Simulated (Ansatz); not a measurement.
**Iridium, diamond under m-r²SCAN: ground state and equation of state**

What does m-r²SCAN give for iridium in the diamond structure? We relax it, solve it on a dense k-mesh, then scale the cell to 7 volumes from 88 to 112 % of the relaxed one and try a fit of the equation of state. The start is ferromagnetic. The k-meshes are 10×10×10 for the relaxation; 16×16×16 for the dense run; 16×16×16 for the volumes.

This is Ir in the diamond structure; at room conditions it is fcc.

Method: DFT m-r2SCAN, plane waves (500 eV) with PAW, scalar-relativistic; PAW files made under PBE, frozen cores solved again for the functional; m-r²SCAN is r²SCAN on the gauge-invariant kinetic-energy density, in Ansatz 0.2.0.

### Step 1. The starting structure

The structure is cubic, space group Fd-3m (No. 227). Conventional cell: a = 5.346 Å, b = 5.346 Å, c = 5.346 Å, α = 90.00°, β = 90.00°, γ = 90.00°. Ir (site symmetry -43m) is surrounded by 4 Ir at 2.32 Å.

Coordinates:

```cif
data_structure
_symmetry_space_group_name_H-M 'P 1'
_symmetry_Int_Tables_number 1
_cell_length_a 3.7804
_cell_length_b 3.7804
_cell_length_c 3.7804
_cell_angle_alpha 60.000
_cell_angle_beta 60.000
_cell_angle_gamma 60.000
_cell_volume 38.20
loop_
_atom_site_label
_atom_site_type_symbol
_atom_site_fract_x
_atom_site_fract_y
_atom_site_fract_z
_atom_site_occupancy
Ir1 Ir 0.12500 0.12500 0.12500 1
Ir2 Ir 0.87500 0.87500 0.87500 1
```

Starting moments (μB): +1 ×2.

### Step 2. Geometry optimisation

Contents of input.yaml:

```yaml
crystal:
  lattice:
    - [0.0, 2.6731374252, 2.6731374252]
    - [2.6731374252, 0.0, 2.6731374252]
    - [2.6731374252, 2.6731374252, 0.0]
  atoms:
    - { symbol: Ir, position: [0.125, 0.125, 0.125], spin: 1.0 }
    - { symbol: Ir, position: [0.875, 0.875, 0.875], spin: 1.0 }
hamiltonian:
  xc: mr2scan
  pseudopotentials:
    kind: paw
    azcp:
      Ir: "pseudopotentials/Ir.paw.azcp"
basis:
  ecutwfc: 500
  fft_grid_basis: typed
kpoints:
  mp_grid: { grid: [10, 10, 10], shift: [0, 0, 0] }
magnetization:
  spin_polarized: true
scf:
  occupations: { method: fermi_dirac, width: 0.05 }
relax:
  max_steps: 60
  f_tol: 0.01
  cell: {}
```

Output:

```text
Warning: RAYON_NUM_THREADS=2 ignored (pool sized by the plan → 2); use --threads N
Engine: ansatz 0.2.0, aarch64-unknown-linux-gnu
Pseudopotentials: kind: paw
Pseudopotential: Ir, paw, valence charge 17, recommended cutoff 500 eV (meta_gga), <dir>
Functional definition: m-r2SCAN
  exchange = m_r2scan_x
  correlation = m_r2scan_c
Crystal: 2 atoms, lattice volume = 38.203 Å³
Basis set: ecut = 500 eV, 941 PW (Γ), exchange–correlation on 120×120×120 points (64 copies of the dense FFT grid, shifted against one another)
Bands: 22, of which v1, the nominal top of the filled ones, is band 17 counted from 1 (16 counted from 0)
Symmetry: 48 space group operations
Space group: Fd-3m (ITA 227), of the structure as read, at distance tolerance 3.4e-5 Å
Magnetic group: BNS 227.128 (UNI 1630), of the structure as read, at distance tolerance 3.4e-5 Å
k-points: 47 of 1000
Non-local potential: Ir, projectors of the file, l = 0: 3, l = 1: 2, l = 2: 2, l = 3: 1
PAW form: soft (Blöchl's): semilocal exchange-correlation on the pseudo side does not see the compensation charge
PAW frozen core: Ir, regenerated for the run's functional (the file was generated under x = pbe(κ = 0.804, μ = 0.2195149727645171), c = pbe(β = 0.06672455060314922))
PAW one-centre angular grid: Ir, 590 points (default); XC on 160 Gauss nodes
Initial density: superposition of atomic densities (chi_scale 0.1, normalization cell)
Starting moments: Σ|m| = 2 μB on 2 of 2 sites
Initial wavefunctions: pseudopotential atomic-orbital guess
Functional: x = mr2scan, c = mr2scan; τ floored in thin density (d = 2e-4 eV/Å³)
iter 1 solved again at ethr=1.17e-3 eV; its pass at ethr=3.10e-3 eV (dr2=3.98e-1 eV) is discarded
SCF iter   1: F=—  HF=-23894.011331 eV  |F-HF|=—  |Δ(HF+E_count)|=         —  Δρ=3.71e-2 (↑3.71e-2 ↓3.19e-2)  dr2=4.30e-1  dr2_τ=5.17e-2  dr2_m=2.20e-1  M=0.778 μB ∫|m|=0.778 μB  β_m=0.49  ethr=1.17e-3  ⟨swp⟩=2.1  Hψ=12928  notcnv=0
Mixer restart at iter 1: flushing history
preconditioner: auto → Kerker (q_TF=auto, 2.676 Å⁻¹)  [metal: Δε(μ)=0.011 eV  Ē_g=8.615 eV  σ=0.050 eV  W_gap=0.05  n_scr=14 (ndim 8)  ℏωp=25.5 eV  f_vac=0.000  D(μ)=1.80/eV (n_scr^D=14)]
spin=Collinear: Kerker preconditioning applied to the charge; magnetization (m = ρ↑ − ρ↓) channel mixes plain (no charge-response kernel on spin).
SCF iter   2: F=—  HF=-23894.097922 eV  |F-HF|=—  |Δ(HF+E_count)|=   8.66e-2  Δρ=2.30e-2 (↑2.30e-2 ↓2.22e-2)  dr2=2.43e-1  dr2_τ=7.44e-3  dr2_m=7.68e-2  M=0.680 μB ∫|m|=0.680 μB  β_m=0.82  ethr=1.17e-3  ⟨swp⟩=2.6  Hψ=3667  notcnv=0  defer=10  κ⁻¹=1.0e0(r=1)
SCF iter   3: F=—  HF=-23895.048808 eV  |F-HF|=—  |Δ(HF+E_count)|=         —  Δρ=1.90e-2 (↑1.90e-2 ↓1.82e-2)  dr2=1.13e-1  dr2_τ=1.62e-2  dr2_m=8.26e-2  M=0.033 μB ∫|m|=0.039 μB  β_m=0.32  ethr=7.14e-4  ⟨swp⟩=2.0  Hψ=3044  notcnv=0  defer=16
Mixer restart at iter 3: flushing history
SCF iter   4: F=—  HF=-23895.079192 eV  |F-HF|=—  |Δ(HF+E_count)|=   3.04e-2  Δρ=1.34e-2 (↑1.28e-2 ↓1.34e-2)  dr2=8.42e-2  dr2_τ=1.27e-3  dr2_m=3.59e-2  M=0.052 μB ∫|m|=0.053 μB  β_m=0.43  ethr=3.33e-4  ⟨swp⟩=1.0  Hψ=2070  notcnv=0  defer=20  κ⁻¹=1.0e0(r=1)
SCF iter   5: F=—  HF=-23895.133271 eV  |F-HF|=—  |Δ(HF+E_count)|=   5.41e-2  Δρ=6.72e-3 (↑5.43e-3 ↓6.72e-3)  dr2=4.35e-2  dr2_τ=4.08e-4  dr2_m=4.44e-3  M=0.017 μB ∫|m|=0.019 μB  β_m=0.39  ethr=2.48e-4  ⟨swp⟩=1.6  Hψ=2288  notcnv=0  defer=20  κ⁻¹=2.1e-1(r=2)
SCF iter   6: F=—  HF=-23895.145142 eV  |F-HF|=—  |Δ(HF+E_count)|=   1.19e-2  Δρ=3.58e-3 (↑3.58e-3 ↓1.78e-3)  dr2=1.62e-2  dr2_τ=6.76e-5  dr2_m=9.36e-4  M=-0.009 μB ∫|m|=0.011 μB  β_m=0.80  ethr=1.28e-4  ⟨swp⟩=2.3  Hψ=2791  notcnv=0  defer=20  κ⁻¹=1.5e-2(r=3)
SCF iter   7: F=—  HF=-23895.140882 eV  |F-HF|=—  |Δ(HF+E_count)|=   4.26e-3  Δρ=1.29e-3 (↑1.04e-3 ↓1.29e-3)  dr2=1.18e-3  dr2_τ=4.43e-5  dr2_m=7.96e-5  M=0.001 μB ∫|m|=0.005 μB  β_m=0.30  ethr=4.76e-5  ⟨swp⟩=2.0  Hψ=3401  notcnv=0  defer=20  κ⁻¹=6.7e-4(r=4)
SCF iter   8: F=—  HF=-23895.143252 eV  |F-HF|=—  |Δ(HF+E_count)|=   2.37e-3  Δρ=7.81e-4 (↑6.03e-4 ↓7.81e-4)  dr2=6.15e-4  dr2_τ=1.03e-5  dr2_m=5.27e-6  M=0.001 μB ∫|m|=0.005 μB  β_m=0.47  ethr=3.46e-6  ⟨swp⟩=2.0  Hψ=3041  notcnv=0  defer=20  κ⁻¹=4.8e-4(r=5)
SCF iter   9: F=—  HF=-23895.144105 eV  |F-HF|=—  |Δ(HF+E_count)|=   8.52e-4  Δρ=3.18e-4 (↑3.18e-4 ↓2.58e-4)  dr2=4.03e-5  dr2_τ=1.54e-6  dr2_m=1.14e-5  M=0.002 μB ∫|m|=0.004 μB  β_m=0.49  ethr=1.81e-6  ⟨swp⟩=2.7  Hψ=3637  notcnv=0  defer=20  κ⁻¹=1.5e-4(r=6)
SCF iter  10: F=—  HF=-23895.144150 eV  |F-HF|=—  |Δ(HF+E_count)|=   4.49e-5  Δρ=2.00e-4 (↑2.00e-4 ↓1.59e-4)  dr2=1.63e-5  dr2_τ=5.15e-7  dr2_m=3.60e-6  M=0.000 μB ∫|m|=0.002 μB  β_m=0.86  ethr=1.19e-7  ⟨swp⟩=1.8  Hψ=2667  notcnv=0  defer=20  κ⁻¹=7.3e-5(r=7)
SCF iter  11: F=—  HF=-23895.144159 eV  |F-HF|=—  |Δ(HF+E_count)|=   9.44e-6  Δρ=5.08e-5 (↑3.92e-5 ↓5.08e-5)  dr2=1.43e-6  dr2_τ=4.03e-8  dr2_m=1.15e-7  M=-0.001 μB ∫|m|=0.001 μB  β_m=1.00  ethr=4.79e-8  ⟨swp⟩=2.1  Hψ=3011  notcnv=0  defer=20  κ⁻¹=8.4e-6(r=8)
SCF iter  12: F=—  HF=-23895.144160 eV  |F-HF|=—  |Δ(HF+E_count)|=   8.19e-7  Δρ=1.72e-5 (↑1.69e-5 ↓1.72e-5)  dr2=1.46e-7  dr2_τ=1.15e-8  dr2_m=1.82e-8  M=-0.001 μB ∫|m|=0.001 μB  β_m=1.00  ethr=4.19e-9  ⟨swp⟩=2.3  Hψ=3232  notcnv=0  defer=20  κ⁻¹=2.0e-6(r=8)
SCF iter  13: F=—  HF=-23895.144160 eV  |F-HF|=—  |Δ(HF+E_count)|=   4.12e-7  Δρ=1.22e-5 (↑1.22e-5 ↓1.18e-5)  dr2=6.58e-8  dr2_τ=5.52e-9  dr2_m=7.12e-9  M=-0.000 μB ∫|m|=0.000 μB  β_m=0.36  ethr=4.30e-10  ⟨swp⟩=2.0  Hψ=2700  notcnv=0  defer=20  κ⁻¹=6.0e-7(r=8)
SCF iter  14: F=—  HF=-23895.144161 eV  |F-HF|=—  |Δ(HF+E_count)|=   5.19e-7  Δρ=5.42e-6 (↑5.42e-6 ↓4.64e-6)  dr2=5.59e-9  dr2_τ=3.88e-10  dr2_m=5.15e-9  M=-0.000 μB ∫|m|=0.000 μB  β_m=0.48  ethr=1.93e-10  ⟨swp⟩=2.0  Hψ=3284  notcnv=0  defer=20  κ⁻¹=3.8e-8(r=8)
SCF iter  15: F=—  HF=-23895.144161 eV  |F-HF|=—  |Δ(HF+E_count)|=   4.37e-8  Δρ=2.46e-6 (↑2.46e-6 ↓2.27e-6)  dr2=1.62e-9  dr2_τ=1.31e-10  dr2_m=8.17e-10  M=-0.000 μB ∫|m|=0.000 μB  β_m=0.30  ethr=1.64e-11  ⟨swp⟩=2.4  Hψ=3548  notcnv=0  defer=20  κ⁻¹=1.1e-6(r=8)
SCF iter  16: F=—  HF=-23895.144161 eV  |F-HF|=—  |Δ(HF+E_count)|=   6.89e-9  Δρ=9.98e-7 (↑6.36e-7 ↓9.98e-7)  dr2=2.18e-10  dr2_τ=1.87e-11  dr2_m=1.02e-10  M=-0.000 μB ∫|m|=0.000 μB  β_m=0.30  ethr=4.76e-12  ⟨swp⟩=2.1  Hψ=3693  notcnv=0  defer=20  κ⁻¹=3.2e-7(r=8)
SCF iter  17: F=—  HF=-23895.144161 eV  |F-HF|=—  |Δ(HF+E_count)|=  2.87e-10  Δρ=5.99e-7 (↑4.53e-7 ↓5.99e-7)  dr2=8.31e-11  dr2_τ=1.39e-11  dr2_m=5.67e-11  M=0.000 μB ∫|m|=0.000 μB  β_m=0.30  ethr=1.00e-12  ⟨swp⟩=1.0  Hψ=5317  notcnv=0  κ⁻¹=1.9e-6(r=8)
SCF iter  18: F=-23895.144161 eV  HF=-23895.144161 eV  |F-HF|=4.73e-11  |Δ(HF+E_count)|=  3.24e-10  Δρ=1.78e-7 (↑1.78e-7 ↓1.04e-7)  dr2=8.97e-12  dr2_τ=1.38e-12  dr2_m=2.83e-12  M=0.000 μB ∫|m|=0.000 μB  ethr=1.00e-12  ⟨swp⟩=2.0  Hψ=4036  notcnv=0
WARN: the starting moments were not kept: the SCF closed with an absolute magnetisation of 1.2e-6 μB, where they sum to 2 μB in size (2 sites). That is at most 0.1 of that sum. Measured as dr2_m measures the in/out step, that magnetisation stands 2.6e-13 eV from none, at or under the dr2_threshold of 1.0e-7 eV: it is no larger than a step whose dr2_m would equal this threshold. The system may hold no moment; this SCF shows only that its start led to no more than that. To try another start: raise the starting moments (crystal.atoms[].spin, magnetization.per_species, magnetization.initial_magnetization, or on a non-collinear deck that types none of these the spinor_matrix: blocks that start its atoms; where the total moment is fixed, keep their sum and leave initial_magnetization as it is; typed ones take the place of any that the run laid by itself, positive ones on a crystal's lanthanoids without a Hubbard term where scf.initial_density.shell_occupations: [] is typed) or, if the notice of its spin-set hold's release reads "site moments contracting" or "site moments show no strong build", lengthen the hold (scf.mixing.spin_hold: { on: { confirm: 4 } }; for m-r²SCAN on two components see the key's manual first). Each may lead to a state that holds a moment. A second SCF, from the converged charge density, with the starting moments and any scf.initial_density.shell_occupations laid on it anew, would have followed, and was not run: the deck does not ask for one (magnetization.retry_lost_moments is false, the default). To let it run, set magnetization.retry_lost_moments: true and run the deck again, where that key's refused combinations let it; where memory then withholds it, that run's warning says so.
SCF 1 converged in 18 iterations: F = -23895.144161 eV  dr2 = 8.97e-12
relax step   1: F+E_penalty+E_count = -23895.14416093 eV  Δ(F+E_penalty+E_count) = +0.000e0 eV  max|allowed force component| = 4.626e-18 eV/Å  Δτ_max = 0.0000 Å  P = +25.543 GPa  Ω = 38.203 Å³  (18 SCF iters, dr2 threshold 1.00e-7 eV, accepted)
[... 29 lines left out ...]
relax step   2: F+E_penalty+E_count = -23895.38024636 eV  Δ(F+E_penalty+E_count) = -2.361e-1 eV  max|allowed force component| = 5.089e-17 eV/Å  Δτ_max = 0.0000 Å  P = -7.923 GPa  Ω = 44.067 Å³  energy of the carried Pulay correction = -3.522e-3 eV  (18 SCF iters, dr2 threshold 2.00e-7 eV, accepted)
[... 20 lines left out ...]
relax step   3: F+E_penalty+E_count = -23895.42796951 eV  Δ(F+E_penalty+E_count) = -4.772e-2 eV  max|allowed force component| = 5.551e-17 eV/Å  Δτ_max = 0.0000 Å  P = -1.567 GPa  Ω = 42.522 Å³  energy of the carried Pulay correction = -2.644e-3 eV  (14 SCF iters, dr2 threshold 2.00e-7 eV, accepted)
[... 17 lines left out ...]
relax step   4: F+E_penalty+E_count = -23895.42981315 eV  Δ(F+E_penalty+E_count) = -1.844e-3 eV  max|allowed force component| = 2.313e-17 eV/Å  Δτ_max = 0.0000 Å  P = -0.014 GPa  Ω = 42.190 Å³  energy of the carried Pulay correction = -2.450e-3 eV  (12 SCF iters, dr2 threshold 2.00e-7 eV, accepted)
[... 16 lines left out ...]
relax step   5: F+E_penalty+E_count = -23895.43269475 eV  Δ(F+E_penalty+E_count) = -2.882e-3 eV  max|allowed force component| = 1.677e-17 eV/Å  Δτ_max = 0.0000 Å  P = +0.015 GPa  Ω = 42.190 Å³  stress off target by 1.49e-2 GPa  SCF on the basis re-selected at this cell (its energy is not comparable with the rows above)  (11 SCF iters)
basis re-selected at this cell: Δ(F+E_penalty+E_count) = -2.882e-3 eV, ΔP = +0.029 GPa vs the last step (what re-selecting the basis moved, of the pressure what is left beyond the Pulay correction that the steps carried, after the strain that the cell walked since its last selection, with what the two solves' SCF thresholds leave and, on support functions, any second-order correction that the steps lacked; it is no measure of the basis error at this ecutwfc). This SCF's stress stands 1.49e-2 GPa from its target on what of the cell is left free (relax.cell.stress_tol is 5.00e-2 GPa) and its largest allowed force component is 1.68e-17 eV/Å (relax.f_tol is 1.00e-2 eV/Å): within both
SCF converged after 11 iterations
Stability not checked: this state was not tested for a lower state beside it, because the mixer in use, unlike msr1, does not test its closes by its own steps (another_mixer; see scf.mixing.algorithm and scf.lower_state_search)
Magnetization: -0.0000 μB (17.0000 up, 17.0000 down)
Absolute magnetization: 0.0000 μB (∫|ρ↑−ρ↓|, with the PAW one-centre terms)
Spin contamination: 0.0000 ħ² per cell (⟨S²⟩ above its minimum at these occupations)
Per-site moments (μB) at R_I (Å): [(-4.725308080233573e-9, 0.9870685472472506), (-4.725307934934389e-9, 0.9870685472472506)]
Free energy (F): -23895.432695 eV
Harris-Foulkes:  -23895.432695 eV  (|F-HF|=2.18e-11)
Internal energy: -23895.412883 eV  (E = F + TS)
E sigma→0 (E₀):  -23895.422789 eV
Entropy (-TS):   -0.019812 eV (-9.906 meV/atom)
Fermi energy:    15.692014 eV
--- Per-component energies (eV) ---
  E_band       = -536.385799
  E_kinetic    = 1240.345356
  E_local      = -3618.331530  (includes V_loc(G=0)·N_el)
  E_nonlocal   = 151.402872
  E_hartree    = 1395.488599
  E_xc         = -506.985194
  E_vxc        = -661.336960  (∫ρ·V_xc dr)
  E_paw        = -18500.141895  (= ΣΔE_a)
  E_vpaw       = -480.688596  (= ΣTr[D̂ρ^β])
  E_aug_tail   = -0.000032  (compensation charges beyond the density's cutoff)
  E_vtau       = 41.246018  (kinetic-family band-sum trace: ∫τ·v_τ [+ j·A + Jᵃ·Aᵃ] dr)
  E_ewald      = -4056.557272
  E_core_change = -0.633787  (= ΣΔE_core)
  E_smearing   = -0.019812  (= −TS)
  E_closure    = -0.000000  (closes the sum)
  Σ components = -23895.432695   (vs F -23895.432695, Δ=0.00e0)
--- Forces (eV/Å), atoms counted from 1 ---
  atom   1  Ir    -0.00000000     0.00000000     0.00000000
  atom   2  Ir     0.00000000    -0.00000000    -0.00000000
  max |Σ_I F_I| component: 8.10e-18 eV/Å
--- Stress (GPa, compression-positive) ---
        0.014947       0.000000      -0.000000
        0.000000       0.014947       0.000000
       -0.000000       0.000000       0.014947
  P = ⅓ Tr σ = 0.0149 GPa (0.149 kbar)
--- Relaxed structure (4 steps of the walk, 4 accepted, 1 SCFs on fresh bases) ---
  F+E_penalty+E_count = -23895.43269475 eV   max|allowed force component| = 1.677e-17 eV/Å   (the final SCF, on the basis selected at the relaxed cell)
  cell:  # Å, volume = 42.1899 Å³
    - [1.6878419893507529e-34, 2.7630753525421237, 2.763075352542124]
    - [2.763075352542124, 8.120749173973257e-34, 2.763075352542124]
    - [2.763075352542124, 2.7630753525421237, -1.3375351586350918e-34]
  atoms:
    - { symbol: Ir, position: [0.12499999999999999, 0.125, 0.125] }
    - { symbol: Ir, position: [0.8749999999999999, 0.8750000000000003, 0.8749999999999999] }
```

Run time: 35 s. Hardware: 2 threads of an Arm CPU, shared host; peak memory 0.48 GiB.

Step by step:

| step | energy change (meV/atom) | largest force (eV/Å) | pressure (GPa) | volume (Å³/atom) |
| --- | --- | --- | --- | --- |
| 1 | 0.00 | 0.0000 | 25.54 | 19.101 |
| 2 | -118.04 | 0.0000 | -7.92 | 22.033 |
| 3 | -141.90 | 0.0000 | -1.57 | 21.261 |
| 4 | -142.83 | 0.0000 | -0.01 | 21.095 |
| 5 | -144.27 | 0.0000 | 0.01 | 21.095 |

Steps that repeat a cell are solved on a basis chosen anew, so their changes of energy are no gain of the relaxation.

The cell of the run, before and after:

|  | before | after | change |
| --- | --- | --- | --- |
| a (Å) | 3.780 | 3.908 | +3.4 % |
| b (Å) | 3.780 | 3.908 | +3.4 % |
| c (Å) | 3.780 | 3.908 | +3.4 % |
| volume (Å³/atom) | 19.101 | 21.095 | +10.4 % |
| shortest distance (Å) | 2.315 | 2.393 | +3.4 % |
| space group (spins left aside) | Fd-3m | Fd-3m | same |

### Step 3. The energy on a finer k-mesh

Contents of input.yaml:

```yaml
crystal:
  lattice:
    - [0.0, 2.7630753525, 2.7630753525]
    - [2.7630753525, 0.0, 2.7630753525]
    - [2.7630753525, 2.7630753525, 0.0]
  atoms:
    - { symbol: Ir, position: [0.125, 0.125, 0.125], spin: 1.0 }
    - { symbol: Ir, position: [0.875, 0.875, 0.875], spin: 1.0 }
hamiltonian:
  xc: mr2scan
  pseudopotentials:
    kind: paw
    azcp:
      Ir: "pseudopotentials/Ir.paw.azcp"
basis:
  ecutwfc: 500
  fft_grid_basis: typed
kpoints:
  mp_grid: { grid: [16, 16, 16], shift: [0, 0, 0] }
magnetization:
  spin_polarized: true
scf:
  occupations: { method: fermi_dirac, width: 0.05 }
```

Output, shortened:

```text
Warning: RAYON_NUM_THREADS=2 ignored (pool sized by the plan → 2); use --threads N
[...]
[... 3 set-up lines as earlier in the session ...]
[...]
Crystal: 2 atoms, lattice volume = 42.190 Å³
Basis set: ecut = 500 eV, 1067 PW (Γ), exchange–correlation on 120×120×120 points (64 copies of the dense FFT grid, shifted against one another)
Bands: 22, of which v1, the nominal top of the filled ones, is band 17 counted from 1 (16 counted from 0)
[... 1 set-up line as earlier in the session ...]
Space group: Fd-3m (ITA 227), of the structure as read, at distance tolerance 3.5e-5 Å
Magnetic group: BNS 227.128 (UNI 1630), of the structure as read, at distance tolerance 3.5e-5 Å
k-points: 145 of 4096
[...]
Starting moments: Σ|m| = 2 μB on 2 of 2 sites
[...]
SCF iter  17: F=-23895.434449 eV  HF=-23895.434449 eV  |F-HF|=4.73e-11  |Δ(HF+E_count)|=  6.66e-10  Δρ=1.55e-7 (↑1.40e-7 ↓1.55e-7)  dr2=1.57e-11  dr2_τ=1.50e-12  dr2_m=1.11e-12  M=0.000 μB ∫|m|=0.000 μB  ethr=1.09e-12  ⟨swp⟩=2.5  Hψ=12773  notcnv=0
[...]
WARN: the starting moments were not kept: the SCF closed with an absolute magnetisation of 1.1e-6 μB, where they sum to 2 μB in size (2 sites). That is at most 0.1 of that sum. Measured as dr2_m measures the in/out step, that magnetisation stands 2.4e-13 eV from none, at or under the [...]
this state was not tested for a lower state beside it, because the mixer in use, unlike msr1, does not test its closes by its own steps (another_mixer; see scf.mixing.algorithm and scf.lower_state_search)
SCF converged after 17 iterations
Magnetization: 0.0000 μB (17.0000 up, 17.0000 down)
Absolute magnetization: 0.0000 μB (∫|ρ↑−ρ↓|, with the PAW one-centre terms)
Spin contamination: 0.0000 ħ² per cell (⟨S²⟩ above its minimum at these occupations)
Per-site moments (μB) at R_I (Å): [(3.9446003344748715e-7, 0.9870685472322024), (3.9446003358727845e-7, 0.9870685472322024)]
Free energy (F): -23895.434449 eV
[...]
E sigma→0 (E₀):  -23895.426803 eV
Entropy (-TS):   -0.015293 eV (-7.647 meV/atom)
Fermi energy:    15.661394 eV
[...]
```

Wall time 22 s (2 threads of an Arm CPU, shared host); peak memory 0.57 GiB.

### Step 4. The cell scaled to 88 % of its volume

Changes to input.yaml since step 3:

```diff
@@ -2,5 +2,5 @@
   lattice:
-    - [0.0, 2.7630753525, 2.7630753525]
-    - [2.7630753525, 0.0, 2.7630753525]
-    - [2.7630753525, 2.7630753525, 0.0]
+    - [0.0, 2.6478108221, 2.6478108221]
+    - [2.6478108221, 0.0, 2.6478108221]
+    - [2.6478108221, 2.6478108221, 0.0]
   atoms:
@@ -23 +23,3 @@
   occupations: { method: fermi_dirac, width: 0.05 }
+output:
+  stress: true
```

Output, shortened:

```text
Warning: RAYON_NUM_THREADS=2 ignored (pool sized by the plan → 2); use --threads N
[...]
[... 3 set-up lines as earlier in the session ...]
[...]
Crystal: 2 atoms, lattice volume = 37.127 Å³
Basis set: ecut = 500 eV, 941 PW (Γ), exchange–correlation on 120×120×120 points (64 copies of the dense FFT grid, shifted against one another)
Bands: 22, of which v1, the nominal top of the filled ones, is band 17 counted from 1 (16 counted from 0)
[... 1 set-up line as earlier in the session ...]
Space group: Fd-3m (ITA 227), of the structure as read, at distance tolerance 3.3e-5 Å
Magnetic group: BNS 227.128 (UNI 1630), of the structure as read, at distance tolerance 3.3e-5 Å
k-points: 145 of 4096
[...]
Starting moments: Σ|m| = 2 μB on 2 of 2 sites
[...]
WARN: the starting moments were not kept: the SCF closed with an absolute magnetisation of 8.1e-7 μB, where they sum to 2 μB in size (2 sites). That is at most 0.1 of that sum. Measured as dr2_m measures the in/out step, that magnetisation stands 4.9e-14 eV from none, at or under the [...]
this state was not tested for a lower state beside it, because the mixer in use, unlike msr1, does not test its closes by its own steps (another_mixer; see scf.mixing.algorithm and scf.lower_state_search)
SCF converged after 17 iterations
Magnetization: -0.0000 μB (17.0000 up, 17.0000 down)
Absolute magnetization: 0.0000 μB (∫|ρ↑−ρ↓|, with the PAW one-centre terms)
Spin contamination: 0.0000 ħ² per cell (⟨S²⟩ above its minimum at these occupations)
Per-site moments (μB) at R_I (Å): [(-6.399813805437863e-8, 0.945891967496008), (-6.399813801739657e-8, 0.945891967496008)]
Free energy (F): -23894.943504 eV
[...]
E sigma→0 (E₀):  -23894.936990 eV
Entropy (-TS):   -0.013029 eV (-6.515 meV/atom)
Fermi energy:    18.722779 eV
[...]
--- Stress (GPa, compression-positive) ---
       35.309150      -0.000000      -0.000000
        0.000000      35.309150       0.000000
        0.000000       0.000000      35.309150
  P = ⅓ Tr σ = 35.3092 GPa (353.092 kbar)
```

Wall time 24 s (2 threads of an Arm CPU, shared host); peak memory 0.59 GiB.

[end of part 1 of 2]
